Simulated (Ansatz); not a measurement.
Theory: DFT PBE, scalar-relativistic, plane waves, PAW in Ansatz 0.2.0. Settings: cutoff 420 eV, Γ-centred meshes spaced at most about 0.3 Å⁻¹, and about 0.25 Å⁻¹ or finer for metals (2π included), Gaussian smearing. Spin is collinear.

These are static total energies at zero pressure.

Question: Order these relaxed structures of MnSb by energy, lowest first, with the energy over the lowest of them.
A.
(parallel moments up to 3.2 μB)
```xyz
4
Lattice="4.0957 0.0000 0.0000 -2.0478 3.5470 0.0000 0.0000 0.0000 5.5945" Properties=species:S:1:pos:R:3 pbc="T T T"
Mn    0.0000    0.0000    0.0000
Mn    0.0000    0.0000    2.7973
Sb    2.0478    1.1823    4.1959
Sb    0.0000    2.3646    1.3986
```

B.
(parallel moments up to 3.3 μB, with smaller opposite ones on Sb)
```xyz
2
Lattice="3.3636 0.0000 0.0000 0.0000 3.3636 0.0000 0.0000 0.0000 3.3636" Properties=species:S:1:pos:R:3 pbc="T T T"
Mn    0.0000    0.0000    0.0000
Sb    1.6818    1.6818    1.6818
```

Answer: A (0 meV/atom), B (334 meV/atom). Forms: A nickel arsenide type, P6_3/mmc; B caesium chloride type, Pm-3m. Counting Sb atoms around Mn (those within 1.25 times the shortest such distance or 1.15 times the sum of covalent radii): A has Mn 6; B has Mn 8. Origin: A, reached from a cell as deposited in COD, among other starts; B, invented.

Spin–orbit coupling, which can matter for Sb, is left out. Another magnetic order may lie lower. Cells relaxed within their symmetry can be saddle points. Some candidate types were left out of the draw beforehand, so a known form may be missing.
